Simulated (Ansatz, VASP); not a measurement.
Si: VASP beside Ansatz

```
Si
1.0
    -2.32394    2.32394    1.32926
     2.32394   -2.32394    1.32926
     2.32394    2.32394   -1.32926
Si
2
Cartesian
  2.3239 0.0000 0.6646
  0.0000 0.0000 1.3293
```

This isn't the form of Si at room conditions, which is diamond.

Alike in both runs: task single point; functional LDA; k mesh 15 × 15 × 15; occupations methfessel-paxton of order 1, width 0.1 eV; no spin polarisation.

```csv
,VASP,Ansatz
version,VASP 6.6.1,Ansatz 0.2.0
potentials or method,"VASP PAW LDA potentials, release 64 (Si)","plane waves, PAW"
plane-wave cutoff (eV),520,520
valence electrons in the cell,8,8
```

Ansatz gave:

```
pressure (GPa)                                  : 4.7
largest component of the traceless stress (GPa) : 3.68
```

**Question.** Estimate VASP's values.

**Answer.** Pressure (GPa): 4.8; largest component of the traceless stress (GPa): 3.70.
